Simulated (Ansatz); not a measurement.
Input and command of a plane-wave DFT calculation in Ansatz:

```yaml
crystal:
  lattice:
    - [0.0, 2.3441425, 2.378785]
    - [2.3441425, 0.0, 2.378785]
    - [2.3441425, 2.3441425, 0.0]
  atoms:
    - { symbol: Li, position: [0.25, 0.25, 0.25] }
    - { symbol: Li, position: [0.75, 0.75, 0.75] }
    - { symbol: O, position: [0.0, 0.0, 0.0] }
basis:
  ecutwfc: 500
kpoints:
  mp_grid: { grid: [8, 8, 8] }
hamiltonian:
  xc: r2scan
scf:
  occupations: { method: gaussian, width: 0.05 }
output:
  forces: true
  stress: true
  eigenvalues: true
```

```bash
ansatz run input.yaml --threads 1 --pin off --max-ram 2560MiB --backend cpu --events-out ev --progress --plain --runs-dir out
```

Processor: Arm Neoverse V1, 1 thread, on a host shared with other jobs.

Question: Estimate time, memory and problem size.

Answer: About 2.5 s on 1 thread of Arm Neoverse V1 (shared host), peak memory 0.33 GiB. It solves 10 bands at 59 k points (the mesh reduced by symmetry) with about 645 plane waves, in 6 SCF iterations.
